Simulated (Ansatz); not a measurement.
**⁹¹Zr NMR of the central transition in Zr3N4 at a changed volume**

Cell: an entry of the Crystallography Open Database (COD), relaxed with PBE at fixed cell and then changed (volume scaled by 1.02, ions relaxed).

```xyz
14
Lattice="-3.3923 3.3923 3.3923 3.3923 -3.3923 3.3923 3.3923 3.3923 -3.3923" Properties=species:S:1:pos:R:3 pbc="T T T"
Zr    2.5442    0.0000    1.6962
Zr    1.6962    2.5442    0.0000
Zr    0.8481    0.0000    5.0885
Zr    5.0885    0.8481    0.0000
Zr    0.0000    1.6962    2.5442
Zr    0.0000    5.0885    0.8481
N     0.4537    0.4537    0.4537
N    -1.2425    1.2425    4.6348
N    -0.4537    2.9386    0.4537
N     4.6348   -1.2425    1.2425
N     0.4537   -0.4537    2.9386
N     2.1498    2.1498    2.1498
N     2.9386    0.4537   -0.4537
N     1.2425    4.6348   -1.2425
```

Atoms are numbered from 1 in the order listed; like atoms form one site, named after its first atom.

Level of theory: DFT, PBE, plane waves and PAW, scalar-relativistic, 420 eV cutoff, Γ-centred 6×6×6 k-points, Fermi–Dirac smearing 0.02 eV (Ansatz 0.2.0).

⁹¹Zr has I = 5/2 and Q = -176.0 mb (Pyykkö 2018); at 14.1 T its Larmor frequency is ν₀ = 56.0 MHz. Only the quadrupole interaction is simulated: positions count from each site's isotropic chemical shift, and shift anisotropy, dipolar and J coupling are left out.

Q: Simulate the second-order pattern (static powder, Gaussian broadening 30 kHz) of site Zr (8 N at 2.23–2.47 Å).

A: The calculation gives C_Q = -47.3 MHz and η = 0.00, so ν_Q = 7.09 MHz and the centre of gravity lies at -4265 ppm (-239 kHz).

```csv
offset (kHz),height
-866.3,0
-806.1,91
-745.9,100
-685.8,64
-625.6,52
-565.4,46
-505.3,41
-445.1,39
-384.9,37
-324.7,36
-264.6,34
-204.4,34
-144.2,33
-84.0,33
-23.9,33
36.3,26
96.5,27
156.7,29
216.8,32
277.0,37
337.2,45
397.3,71
457.5,65
517.7,0
```

An axis of threefold or higher order runs through Zr, so V_zz lies along it and η is zero.

Without spin–orbit coupling (the program notes it for Zr) the gradients can shift somewhat, as the gap is small.
